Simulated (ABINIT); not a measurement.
Crystal: BeTe.

```xyz
2
Lattice="0.0000 2.7700 2.7700 2.7700 0.0000 2.7700 2.7700 2.7700 0.0000" Properties=species:S:1:pos:R:3 pbc="T T T"
Te    4.1550    4.1550    4.1550
Be    0.0000    0.0000    0.0000
```

Base run:

```yaml
Program: ABINIT 10.8.3 (patched build)
Functional: r2SCAN
Potentials_or_basis: JTH PAW PBE v2.0
Cutoff: 490 eV
k_mesh: 5 × 5 × 5
Occupations: fermi-dirac, width 0.05 eV
Spin: no spin polarisation
```

Its results: band gap on the k mesh 2.31 eV, indirect (least direct gap 4.02 eV).

Problem. The run is repeated on the same cell with these changes: potentials or basis from JTH PAW PBE v2.0 to JTH PAW LDA v2.0; k mesh from 5 × 5 × 5 to 8 × 8 × 8. What comes out?

Solution. Band gap on the k mesh 2.19 eV, indirect (least direct gap 4.02 eV).

Caveats: spin-orbit coupling is left out, which moves the levels of the heavy elements; an odd mesh through Γ misses points on the zone boundary, where band edges often lie (some runs).
